**Why is there Ti d weight in the filled bands of BaTiO₃, and why mostly at their lower end?**

I'm looking at the density of states of tetragonal BaTiO₃, split by element and orbital. Titanium is Ti⁴⁺ on paper, with an empty d shell, yet the column "on Ti d" is clearly non-zero below the gap. It is large deep in the oxygen bands and almost gone at their top. Above the gap, oxygen turns up in what should be titanium bands, and there it grows upward. Is there one reason for all this, and what are the odd rows about?

Density of states of tetragonal BaTiO₃ (P4mm, 5-atom cell, unrelaxed), computed with Ansatz 0.2.0 using PBEsol, PAW plane waves, a 420 eV cutoff and a 7×7×6 k-mesh, scalar-relativistic and without spin polarization. Values are tetrahedron-method means over 0.50 eV bins; projections are on atomic orbitals, summed over the atoms of each element.

```
bin centre from the Fermi level (eV)  total (states/eV/cell)  on O p (states/eV/cell)  on Ti d (states/eV/cell)  on Ba p (states/eV/cell)  on O s (states/eV/cell)
                              -11.78                    0.00                     0.00                      0.00                      0.00                     0.00
                              -11.28                    1.30                     0.13                      0.04                      1.10                     0.02
                              -10.78                    7.51                     0.47                      0.09                      6.74                     0.18
                              -10.28                    3.20                     0.07                      0.02                      2.97                     0.12
                               -9.78                    0.00                     0.00                      0.00                      0.00                     0.00
                               -9.28                    0.00                     0.00                      0.00                      0.00                     0.00
                               -8.78                    0.00                     0.00                      0.00                      0.00                     0.00
                               -8.28                    0.00                     0.00                      0.00                      0.00                     0.00
                               -7.78                    0.00                     0.00                      0.00                      0.00                     0.00
                               -7.28                    0.00                     0.00                      0.00                      0.00                     0.00
                               -6.78                    0.00                     0.00                      0.00                      0.00                     0.00
                               -6.28                    0.00                     0.00                      0.00                      0.00                     0.00
                               -5.78                    0.00                     0.00                      0.00                      0.00                     0.00
                               -5.28                    1.32                     0.96                      0.16                      0.00                     0.01
                               -4.78                    3.40                     2.39                      0.72                      0.02                     0.02
                               -4.28                    3.95                     2.82                      0.85                      0.05                     0.03
                               -3.77                    5.71                     4.49                      0.77                      0.15                     0.03
                               -3.27                    5.80                     4.35                      0.93                      0.34                     0.01
                               -2.77                    3.06                     2.55                      0.30                      0.06                     0.02
                               -2.27                    2.73                     2.45                      0.12                      0.03                     0.02
                               -1.77                    6.60                     6.04                      0.21                      0.14                     0.03
                               -1.27                    3.30                     3.12                      0.05                      0.05                     0.01
                               -0.78                    0.13                     0.12                      0.00                      0.00                     0.00
                               -0.28                    0.00                     0.00                      0.00                      0.00                     0.00
                                0.23                    0.00                     0.00                      0.00                      0.00                     0.00
                                0.72                    0.00                     0.00                      0.00                      0.00                     0.00
                                1.23                    0.31                     0.02                      0.28                      0.00                     0.00
                                1.73                    1.68                     0.20                      1.42                      0.00                     0.01
                                2.23                    2.55                     0.43                      2.02                      0.00                     0.01
                                2.73                    5.34                     1.07                      4.02                      0.00                     0.01
```

**Answer**

One reason covers most of it: when two orbitals of different energy mix, they push each other apart. The lower state is bonding and takes in some of the upper orbital; the upper state is antibonding and takes in some of the lower one. The more strongly they mix, the further each state moves. So a partner that lies above a band tends to show up at the bottom of that band, and a partner that lies below tends to show up at its top.

Hydrogen fluoride is the simplest example. Its bonding orbital is mostly fluorine with some hydrogen, and its antibonding orbital is the reverse. The molecule has one such pair, whereas in the crystal the mixing changes with the wavevector, so each level becomes a band with a graded composition.

Counting electrons shows which band is which. The narrow block near -11 eV holds 6 electrons, the filled Ba 5p shell. The broad block between about -5.5 and -1 eV holds 18, which is three oxygen atoms with six p electrons each. About 2 of these 18 are projected on Ti d, but they are titanium's part in oxygen-derived bonding states. They don't make a Ti²⁺ ion with two d electrons of its own.

The Ti d levels lie above the O p levels, so titanium should show up mainly in the lower part of the oxygen block, and it does. Its share of the total is about 21% at -4.78 and -4.28 eV but under 2% at -1.27 eV. Above the gap the roles are swapped: the O p share climbs from 6% in the lowest row of the empty Ti d bands to 20% at 2.73 eV. The projections show these amounts; that the states are bonding below and antibonding above is theory, since a projection carries no sign.

The barium block has a partner on each side. O p lies above it, and its share falls from 10% to 2% going up through the block. O s lies below it, and its share rises from 1.5% to nearly 4%.

The same picture gives a number. Let a state of energy E have amplitude p on oxygen and d on titanium, with unmixed levels e_p and e_d and a coupling V. Then (E − e_d)·d = V·p and (E − e_p)·p = V·d. Dividing the two removes V:

p²/d² = (E − e_d)/(E − e_p)

For e_d I take the bottom of the empty bands, 0.96 eV, because symmetry leaves one Ti d orbital there without an O p partner. For e_p I take the mean energy of the filled O p weight, -2.97 eV. At 2.73 eV the ratio of O p to Ti d is then 1.77/5.70 ≈ 0.31, while the table has 1.07/4.02 ≈ 0.27. In all four rows of the empty bands the estimate is within about 16% of the computed ratio, as the output below shows. The lowest of these rows proves little, since its O p value is only 0.02 and heavily rounded. The estimate also depends on e_p: with the top of the oxygen block on the k-mesh, -0.99 eV, the row at 2.73 eV would give 0.47. And it can't describe the upper part of the filled block. Above -2.97 eV the formula turns negative, because it gives oxygen a single level and leaves out the O–O interactions that spread the block.

Now the odd rows:

- **-5.28 eV** has a smaller Ti d share than the next two rows up in energy, 12% against about 21%, although it lies deepest. About 14% of its total is missing from the four columns, twice the share of the next row. Most of this is Ti 4s, which can also bond with O p orbitals pointing at titanium: the run's projection on Ti 4s, not printed in the table, gives about 0.14 of the 1.32 states/eV in this row. Over all filled states the run puts about 0.5 electrons on Ti 4s and 0.4 on Ba 6s, and it leaves another 0.4 or so on no atomic orbital at all.
- **-3.77 and -3.27 eV** break the fall of the Ti d share, which dips to 13% and then rises to 16%. The first of them has the larger O p share, so it probably holds more states that barely mix with titanium. The largest Ti d value of the block, 0.93, is at -3.27 eV because the total is high there too.
- **-3.27 eV** also has the most Ba p in the oxygen block, and here the rule fails: a partner from below should peak at the top. The likely reason is that Ti–O and O–O interactions set the order of states in this block, and the weaker mixing with barium has to follow it.
- **-1.77 eV** is the highest peak of the oxygen block and over 90% O p. States that hardly mix with titanium tend to change less in energy with the wavevector, so many can pile up in a narrow range. Interactions between oxygen atoms still spread such states over the neighbouring rows.
- **-0.78 eV** is no defect level in the gap. This bin holds the top of the filled bands, which lies at -0.99 eV on the k-mesh and at about -0.89 eV along the band path, at the point A that the mesh misses.

Take the order and direction of these shares as more reliable than their size. The size depends on which atomic orbitals the states are projected on. The k-mesh also limits the fine structure, so small steps between neighbouring rows, such as the dip in the Ti d share at -3.77 eV, are less certain than the overall trend. The PAW datasets were made for PBE, not PBEsol. The cell is unrelaxed, with titanium well off-centre, and its short Ti–O contact affects the mixing. PBEsol also makes the gap too small, about 1.85 eV here with the valence top taken from the band path (1.95 eV on the k-mesh alone). That brings the Ti d and O p levels closer together and probably overstates their mixing.

Numerical output:

```
electrons in the Ba p block: 6.005
electrons in the O p block: 18
Ti d electrons within the O p block: 2.055
Ba p electrons within the O p block: 0.42
O p electrons within the Ba p block: 0.335
part of the O block's electrons in its six lowest rows, per cent: 64.56
part of the O block's Ti d weight in its six lowest rows, per cent: 90.75
Ti d share in the O block from bottom to top, per cent: 0, 12.12, 21.18, 21.52, 13.49, 16.03, 9.804, 4.396, 3.182, 1.515, 0, 0
O p share in the Ba block from bottom to top, per cent: 10, 6.258, 2.188
O s share in the Ba block from bottom to top, per cent: 1.538, 2.397, 3.75
O p share in the four empty rows upward, per cent: 6.452, 11.9, 16.86, 20.04
O p share in row -1.27, per cent: 94.55
Ba p share in row -3.27, per cent: 5.862
share on unlisted orbitals in row -5.28, per cent: 14.39
share on unlisted orbitals in row -4.78, per cent: 7.353
mean energy of the O p weight in the O block, eV: -2.973
estimated ratio O p to Ti d in the four empty rows: 0.06321, 0.1628, 0.2433, 0.3096
computed ratio O p to Ti d in the four empty rows: 0.07143, 0.1408, 0.2129, 0.2662
estimate for row 2.73 if the O level is put at the top of its block: 0.4749
```
